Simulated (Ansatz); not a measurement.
Te under changes of volume

One of the cells (33.925 Å³/atom); the others are scaled copies at fixed shape and fractional positions:

```
CELL_PARAMETERS angstrom
4.45400 0.00000 0.00000
-2.22700 3.85728 0.00000
0.00000 0.00000 5.92400
ATOMIC_POSITIONS crystal
Te 0.73100 0.73100 0.00000
Te 0.00000 0.26900 0.66667
Te 0.26900 0.00000 0.33333
```

* Program: Ansatz 0.2.0
* Functional: LDA
* Potentials or basis: Ansatz PAW
* Cutoff: 420 eV (not typed: the program's choice for these potentials)
* k mesh: 7 × 7 × 5
* Occupations: fermi-dirac, width 0.05 eV
* Spin: no spin polarisation

```tsv
volume (Å³/atom)	energy over the lowest point (meV/atom)	pressure (GPa)	gap on the mesh (eV)	largest force (eV/Å)
31.890	2.95	1.3	0.56	0.391
32.568	0.00	0.1	0.57	0.271
33.247	1.92	-1.0	0.57	0.159
33.925	8.19	-2.0	0.58	0.055
34.604	?	?	?	?
35.282	31.84	-3.6	0.59	0.132
35.961	48.43	-4.2	0.59	0.216
```

Q: What does the run at 34.604 Å³/atom give?

A: Energy over the lowest point 18.30 meV/atom; pressure -2.8 GPa; gap on the mesh 0.58 eV; largest force 0.042 eV/Å.

Worked out: A Birch-Murnaghan fit of order 3 (a polynomial in V^(-2/3)) to the other rows has its minimum at 32.63 Å³/atom with B0 = V·E''(V) = 55 GPa and B' = 4.7 at fixed shape and positions, which overstates the stiffness. It gives 18.31 meV/atom at 34.604 Å³/atom, against the run's 18.30, and -dE/dV = -2.8 GPa, against -2.8. A straight line through the other rows of the gap, of slope 0.255 eV per unit of ln V, gives 0.58 eV, against the run's 0.58.

Energies are extrapolated to zero smearing.

Caveats: odd divisions of the mesh miss points on the zone boundary, where band edges often lie, so the gap on the mesh can be too wide; spin-orbit coupling is left out, which moves the levels of the heavy elements; the PAW data sets come from PBE, with cores solved anew for the run's functional, which leaves a small shift of forces and pressure.

A mesh can miss the band edges.
